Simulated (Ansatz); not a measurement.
# TePb: stiffness from a series of strains

```
CELL_PARAMETERS angstrom
0.00000 3.22700 3.22700
3.22700 0.00000 3.22700
3.22700 3.22700 0.00000
ATOMIC_POSITIONS crystal
Te 0.50000 0.50000 0.50000
Pb 0.00000 0.00000 0.00000
```

Atoms are numbered in the order listed.

The cell is COD entry 9008696, as deposited and not checked against the literature; nothing was relaxed.

Spin–orbit coupling is left out, though it moves levels of the heavy atoms by tenths of an eV or more.

The calculation used DFT, PBEsol, all-electron LAPW, scalar-relativistic in Ansatz 0.2.0.

Sampling and basis: a Γ-centred 10×10×10 k mesh, Fermi–Dirac smearing of 0.03 eV, basis error target 0.5 meV/atom, no spin polarisation.

The strain is applied along the Cartesian axes of the cell as listed (the other components stay zero). Fractional coordinates are held (clamped ions).

σ is the change of stress from the unstrained cell, which is at -0.22 GPa; tension is positive, so slopes are stress–strain coefficients at that pressure.

Only quantities that a quadratic follows smoothly over the whole series are listed; rougher ones are left out.

| εxx = εyy | σzz (GPa) | σxx (GPa) |
| --- | --- | --- |
| -0.0200 | -0.16 | -2.92 |
| -0.0100 | -0.08 | -1.36 |
| 0.0000 | 0.00 | 0.00 |
| 0.0200 | 0.18 | 2.21 |

(1) Fit the series and read off the stiffness at zero strain.

(2) One run, at εxx = εyy = 0.0100, is withheld. Predict its row.

Answers

(1) Least-squares fits y = p0 + p1 x + p2 x² to the rows give σzz (GPa): p1 = 8.48, p2 = 23; σxx (GPa): p1 = 128, p2 = -900. So 2 C12 = 8 GPa and C11 + C12 = 128 GPa.

(2) The fits give 0.09, 1.20; the run gave 0.09, 1.19.
